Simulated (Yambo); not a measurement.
# InP in Yambo: convergence with bands in self energy

Crystal: InP.

```
In P
1.0
     0.00000    2.93050    2.93050
     2.93050    0.00000    2.93050
     2.93050    2.93050    0.00000
In P
1 1
Direct
  0.00000 0.00000 0.00000
  0.75000 0.75000 0.75000
```

- Program: Yambo 5.3.0
- Task: G0W0 quasiparticle levels
- Functional: PBEsol
- Potentials or basis: PseudoDojo 0.4 FR PBEsol standard
- Cutoff: 952 eV
- Density cutoff: 3810 eV
- k mesh: 4 × 4 × 4
- Occupations: fixed
- Spin: non-collinear spin, zero start, spin-orbit coupling
- k mesh of the self-consistent run: 8 × 8 × 8
- Random integration of the Coulomb term: yes
- Direction of the field or of q to 0: x + y + z
- Broadening: 0.1 eV
- States corrected: Γ and the k points of the band edges
- Frequency dependence of W: plasmon pole
- Terminator of the band sum in the self-energy: none
- Quasiparticle equation: linearised (Newton)
- Imaginary frequency of the plasmon-pole fit: 27.2114 eV
- Bands in the response: 98
- Bands in the self-energy: 28
- Cutoff of the response matrix: 6 Ry
- Cutoff of exchange and Vxc: 70 Ry
- Bands corrected (first, last): [15, 20]

These are the settings of the first run; the series varies bands in self energy, with any setting tied to it.

Task: The values tried are 28, 38, 58, 98, loosest first. From which on does the quasiparticle gap at the points computed stay within 0.05 eV of the tightest run that finished?

Result: From 38 on.

| bands in self energy | quasiparticle gap at the points computed (eV) |
| --- | --- |
| 28 | 0.824 |
| 38 | 0.943 |
| 58 | 0.972 |
| 98 | 0.971 |

The tightest run that finished is the yardstick and may itself not be fully converged.

Caveat, for the tightest run too: the k mesh is coarse (spacing up to 0.46 Å⁻¹), so the values aren't converged; the potentials hold a filled d shell without the s and p states of that shell, which can shift GW gaps by tenths of an eV, either way; this version prints the column dSc/dw multiplied by 27.2.
